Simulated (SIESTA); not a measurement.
**TiAl under changes of volume**

One of the cells (16.065 Å³/atom); the others are scaled copies at fixed shape and fractional positions:

```
Ti Al
1.0
     3.17906    0.00000    0.00000
     0.00000    3.17906    0.00000
     0.00000    0.00000    3.17906
Ti Al
1 1
Direct
  0.00000 0.00000 0.00000
  0.50000 0.50000 0.50000
```

The cell comes from a database or a generator and needn't be the stable form of this composition.

```yaml
Program: SIESTA 5.4.2
Functional: PBEsol
Potentials_or_basis: PseudoDojo 0.4 standard (PBEsol files)
Basis: DZP (energy shift 0.003 Ry; two zetas on semicore shells)
Grid_cutoff: 800 Ry
Energy_shift: 0.003 Ry
k_mesh: 8 × 8 × 8
Occupations: fermi-dirac, width 0.05 eV
Spin: no spin polarisation
```

| volume (Å³/atom) | energy over the lowest point (meV/atom) | pressure (GPa) |
| --- | --- | --- |
| 15.101 | 12.26 | 6.0 |
| 15.422 | 3.39 | 3.1 |
| 15.743 | 0.00 | 0.5 |
| 16.065 | 1.77 | -1.9 |
| 16.386 | ? | ? |
| 16.707 | 18.71 | -6.1 |
| 17.028 | 32.97 | -7.9 |

**Question.** What does the run at 16.386 Å³/atom give?

**Answer.** Energy over the lowest point 8.14 meV/atom; pressure -4.2 GPa.

Worked out: A Birch-Murnaghan fit of order 3 (a polynomial in V^(-2/3)) to the other rows has its minimum at 15.79 Å³/atom with B0 = V·E''(V) = 123 GPa and B' = 3.9. It gives 8.15 meV/atom at 16.386 Å³/atom, against the run's 8.14, and -dE/dV = -4.2 GPa, against -4.2.

Energies are extrapolated to zero smearing.

Caveats: the basis of atomic orbitals isn't converged, which shifts pressures, moduli and gaps.
